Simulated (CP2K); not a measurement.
Set up this calculation in CP2K 2026.2, as the native input.

```yaml
Task: single point
Functional: PBE
Potentials_or_basis: POTENTIAL_UZH Se GTH-PBE-q6, Ca GTH-PBE-q10; TZVP-MOLOPT-PBE-GTH basis
Density_cutoff: 6123 eV
k_mesh: 8 × 8 × 8
Occupations: fermi-dirac, width 0.05 eV
Spin: no spin polarisation
SCF_solver: diagonalisation with k points
Quickstep_method: GPW
EPS_DEFAULT: 1.0E-10
EPS_SCF: 1.0E-6
MAX_SCF: 100
SCF_GUESS: ATOMIC
k_points_reduced_by_the_point_group: yes
Mesh_centred_on_Gamma: yes
CHOLESKY: OFF
EPS_EIGVAL: 1.0E-7
MIXING_METHOD: BROYDEN_MIXING
MIXING_ALPHA: 0.4
MIXING_BETA_1/bohr: 1.5
NBUFFER: 8
NGRIDS: 4
REL_CUTOFF_Ry: 60
Basis_sets: Se TZVP-MOLOPT-PBE-GTH-q6, Ca TZVP-MOLOPT-PBE-GTH-q10
Potentials: Se GTH-PBE-q6 of POTENTIAL_UZH, Ca GTH-PBE-q10 of POTENTIAL_UZH
ADDED_MOS: "[10]"
CUTOFF_of_the_grids: 450 Ry
```

CaSe:

```
CELL_PARAMETERS angstrom
4.18042 0.00000 0.00000
2.09021 3.62035 0.00000
2.09021 1.20678 3.41329
ATOMIC_POSITIONS crystal
Se 0.49730 0.48503 0.49987
Ca 0.00519 0.00562 0.99299
```

The cell isn't the ideal one: atoms moved at random, drawn with an rms of 0.05 Å.

One way to write it, as run:

case_scf.inp

```
&GLOBAL
  PROJECT case_scf
  RUN_TYPE ENERGY_FORCE
  PRINT_LEVEL LOW
&END GLOBAL
&FORCE_EVAL
  METHOD QS
  STRESS_TENSOR ANALYTICAL
  &DFT
    BASIS_SET_FILE_NAME BASIS_MOLOPT_UZH
    POTENTIAL_FILE_NAME POTENTIAL_UZH
    &MGRID
      CUTOFF 450
      REL_CUTOFF 60
      NGRIDS 4
    &END MGRID
    &QS
      METHOD GPW
      EPS_DEFAULT 1.0E-10
    &END QS
    &KPOINTS
      SCHEME MONKHORST-PACK 8 8 8
      GAMMA_CENTERED T
      SYMMETRY T
      SYMMETRY_BACKEND SPGLIB
    &END KPOINTS
    &SCF
      SCF_GUESS ATOMIC
      EPS_SCF 1.0E-6
      MAX_SCF 100
      ADDED_MOS 10
      CHOLESKY OFF
      EPS_EIGVAL 1.0E-7
      &DIAGONALIZATION ON
        ALGORITHM STANDARD
      &END DIAGONALIZATION
      &MIXING ON
        METHOD BROYDEN_MIXING
        ALPHA 0.4
        BETA 1.5
        NBUFFER 8
      &END MIXING
      &SMEAR ON
        METHOD FERMI_DIRAC
        ELECTRONIC_TEMPERATURE [K] 580.226
      &END SMEAR
    &END SCF
    &XC
      &XC_FUNCTIONAL
        &GGA_X_PBE
        &END GGA_X_PBE
        &GGA_C_PBE
        &END GGA_C_PBE
      &END XC_FUNCTIONAL
    &END XC
    &PRINT
      &KPOINTS ON
      &END KPOINTS
      &MULLIKEN ON
        &EACH
          QS_SCF 0
          GEO_OPT 0
          CELL_OPT 0
          MD 0
        &END EACH
        ADD_LAST NUMERIC
      &END MULLIKEN
      &MO ON
        ENERGIES T
        OCCUPATION_NUMBERS T
        &EACH
          QS_SCF 0
          GEO_OPT 0
          CELL_OPT 0
          MD 0
        &END EACH
        ADD_LAST NUMERIC
      &END MO
      &LOWDIN ON
        &EACH
          QS_SCF 0
          GEO_OPT 0
          CELL_OPT 0
          MD 0
        &END EACH
        ADD_LAST NUMERIC
      &END LOWDIN
      &HIRSHFELD ON
        SHAPE_FUNCTION DENSITY
        &EACH
          QS_SCF 0
          GEO_OPT 0
          CELL_OPT 0
          MD 0
        &END EACH
        ADD_LAST NUMERIC
      &END HIRSHFELD
    &END PRINT
  &END DFT
  &SUBSYS
    &CELL
      ABC 4.1804152904 4.1804152904 4.1804152903
      ALPHA_BETA_GAMMA 59.9999999996 59.9999999995 59.9999999996
      PERIODIC XYZ
    &END CELL
    &COORD
      SCALED
      Se  0.4972960000 0.4850340000 0.4998740000
      Ca  0.0051850000 0.0056180000 -0.0070100000
    &END COORD
    &KIND Se
      BASIS_SET TZVP-MOLOPT-PBE-GTH-q6
      POTENTIAL GTH-PBE-q6
    &END KIND
    &KIND Ca
      BASIS_SET TZVP-MOLOPT-PBE-GTH-q10
      POTENTIAL GTH-PBE-q10
    &END KIND
    &PRINT
      &ATOMIC_COORDINATES ON
      &END ATOMIC_COORDINATES
      &CELL ON
      &END CELL
    &END PRINT
  &END SUBSYS
  &PRINT
    &FORCES ON
    &END FORCES
    &STRESS_TENSOR ON
    &END STRESS_TENSOR
  &END PRINT
&END FORCE_EVAL
```

Potentials or basis: POTENTIAL_UZH Se GTH-PBE-q6, Ca GTH-PBE-q10; TZVP-MOLOPT-PBE-GTH basis.

The run is started by

```console
$ OMP_NUM_THREADS=1 cp2k.psmp -i case_scf.inp -o case_scf.out
```

Results of the run:

```json
{"Pressure": "1.7 GPa", "Largest force": "0.308 eV/Å", "Band gap on the k mesh": "2.24 eV, indirect (least direct gap 3.18 eV)", "Mulliken charges": "Se -0.71; Ca +0.71 e", "Hirshfeld charges": "Se -0.21; Ca +0.21 e"}
```

Caveat: Mulliken charges move with the basis; the basis of atomic orbitals isn't converged, which shifts pressures, moduli and gaps.

Run time: 29 s on 1 thread of Arm Neoverse V1, with other jobs on the host, peak memory 0.29 GiB.
